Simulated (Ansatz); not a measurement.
# Al₄Co: competing structures

All numbers below come from DFT PBE, scalar-relativistic, plane waves, PAW (Ansatz 0.2.0). Settings: cutoff 420 eV, Γ-centred meshes spaced at most about 0.3 Å⁻¹, and about 0.25 Å⁻¹ or finer for metals (2π included), Gaussian smearing. Spin is collinear in cells that carry moments; the others ran without spin or lost their moments.

Formation energies are uncorrected and refer to the elements' standard structures at the same level.

All energies are static (0 K, no zero-point motion). The comparison covers the computed candidates alone. For metals, differences of a few meV/atom aren't resolved. A magnetic state wasn't ruled out in cells without spin, among them P4/nmm, P4/nbm. Another magnetic order may lie lower.

Invented guesses were relaxed alike, and ends that match in structure, energy and magnetic state were merged. ΔE counts from the first row. Coordination counts all near atoms (those within 1.25 times the shortest distance at each site; a plus sign parts nearer from farther groups; a slash parts the counts of unlike sites). The ends were matched against large subsets of the Crystallography Open Database and the Materials Project, so a missing match doesn't prove that a structure is unreported.

```csv
#,reached from,type and space group,atoms,Å³/atom,coordination,ΔE (meV/atom),gap on mesh (eV),moments,in databases
1,a cell proposed by chemical analogy,I4/mmm (No. 139),5,14.6,"Al 12/4+9, Co 8+4",0,0.00,none,no match
2,Be4B type (P4/nmm),P4/nmm (No. 129),10,15.6,"Al 2+5/6+4/13, Co 4+5",5,0.00,none,no match
3,random cell,R-3c (No. 167),10,15.5,"Al 2+7/2+9, Co 8",62,0.00,none,no match
4,a cell proposed by chemical analogy,I4/m (No. 87),5,14.2,"Al 12, Co 12",69,0.00,none,no match
5,a cell proposed by chemical analogy,P4/nbm (No. 125),10,16.1,"Al 2+7, Co 8",103,0.00,none,no match
6,random cell,Im-3m (No. 229),5,17.3,"Al 2+6, Co 8",140,0.00,"parallel, 0.3 μB",no match
```

The first two are tied within the noise. The first: Space group I4/mmm (No. 139), tetragonal, a = 2.781 Å, c = 18.873 Å. Around Al on its first site lie 12 Al at 2.78–2.91 Å; Al on its second site has 4 Co at 2.47 Å and 9 Al at 2.78–3.00 Å; around Co lie 8 Al at 2.47 Å and 4 Co at 2.78 Å. Its energy over the elements is −0.23 eV/atom. A negative formation energy is needed for stability but isn't enough: competing phases decide. An observed structure of this formula, if there is one, may be missing.

```yaml
crystal:
  lattice:
    - [-1.39070, 1.39070, 9.43626]
    - [1.39070, -1.39070, 9.43626]
    - [1.39070, 1.39070, -9.43626]
  atoms:
    - { symbol: Al, position: [0.80658, 0.80658, 0.00000] }
    - { symbol: Al, position: [0.42054, 0.42054, 0.00000] }
    - { symbol: Al, position: [0.19342, 0.19342, 0.00000] }
    - { symbol: Al, position: [0.57946, 0.57946, 0.00000] }
    - { symbol: Co, position: [0.00000, 0.00000, 0.00000] }
```

The second: Space group P4/nmm (No. 129), tetragonal, a = 4.169 Å, c = 8.982 Å. Around Al on a site of symmetry -4m2 lie 4 Co at 2.61 Å, 2 Al at 2.64 Å and 4 Al at 2.95 Å; around Al on a site of symmetry 4mm lie 4 Al at 2.70 Å, 1 Co at 2.78 Å and 8 Al at 2.88–2.96 Å; Al on a site of symmetry 2mm has 2 Co at 2.34 Å, 3 Al at 2.64–2.70 Å and 6 Al at 2.88–2.95 Å; Co has 4 Al at 2.34 Å, 4 Al at 2.61 Å and 1 Al at 2.78 Å. Counting all near atoms, the first has Al 12/4+9, Co 8+4 and the second has Al 2+5/6+4/13, Co 4+5. Cells relaxed within their symmetry can be saddle points.

```
CELL_PARAMETERS angstrom
4.16925 0.00000 0.00000
0.00000 4.16925 0.00000
0.00000 0.00000 8.98203
ATOMIC_POSITIONS crystal
Al 0.00000 0.00000 0.00000
Al 0.50000 0.50000 0.00000
Al 0.00000 0.50000 0.48473
Al 0.50000 0.00000 0.51527
Al 0.00000 0.00000 0.29392
Al 0.50000 0.50000 0.29392
Al 0.50000 0.50000 0.70608
Al 0.00000 0.00000 0.70608
Co 0.00000 0.50000 0.17570
Co 0.50000 0.00000 0.82430
```
